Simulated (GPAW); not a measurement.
Entries from a set of simulations; values are calculated unless marked as measured.

## BAs (honeycomb monolayer): G0W0 with GPAW, start to end

The cell holds 2 atoms: 1 B and 1 As. Its edges and angles: a = 3.391 Å, b = 3.391 Å, c = 11.400 Å, α = 90.0°, β = 90.0°, γ = 120.0°. Vacuum lies along c.

```
B As
1.0
     3.39120    0.00000    0.00000
    -1.69560    2.93687    0.00000
     0.00000    0.00000   11.40000
B As
1 1
Direct
  0.33333 0.66667 0.50000
  0.66667 0.33333 0.50000
```

```yaml
method: DFT, PBE, plane waves, PAW (and 1 further level or step)
program: GPAW 26.7.0
settings: cutoff 600 eV, GPAW PAW setups 1.2.1 data release, 12×12×1 k-mesh, nbands 267
cost: 4 runs, 5 min in all on 8 MPI ranks of Intel Xeon 6975P-C (Granite Rapids), shared host
notes: The structure was relaxed with PBE. Limits: no spin-orbit coupling.
pbe_gap: 0.76 eV, direct
g0w0_gap_on_the_mesh: 1.46 eV
gw_settings: 12×12×1 mesh, 119 bands, screening to 60 eV, full frequency, Hilbert transform
known_limits: short of the basis limit; no spin-orbit coupling
```

G0W0 moves the gap on the mesh from 0.76 eV to 1.46 eV (+0.70 eV), with Z of 0.69 and 0.67 at the edges. The dearest step here is «screening and self-energy».

[Long decimals in the printed logs are rounded to 6 places.]

[Logs are printed without paths, hosts, clocks, repeated set-up lines and the standing remarks that a program may print on its own settings, such as how far it seeks lower states.]

[Paths, hosts, dates, memory and timing lines, banners, echoed tables and standing remarks are left out of the program output; an Ansatz launch command may be rebuilt from the run's recorded settings. Measured values are a selection of at most five: reports struck by readers or far from the other reports are left out. None is set beside runs whose start may be inverted or whose files or cutoffs have a known fault.]

[Runs of the session that timed out or met a known fault of the program may be left out.]

[Hosts, paths, dates, database ids (printed as entryN), source tags and the programs' standing remarks are cut or masked in the printed files.]

[Where the starting crystal was built by hand or by swapping elements, it need not be the compound's stable phase.]
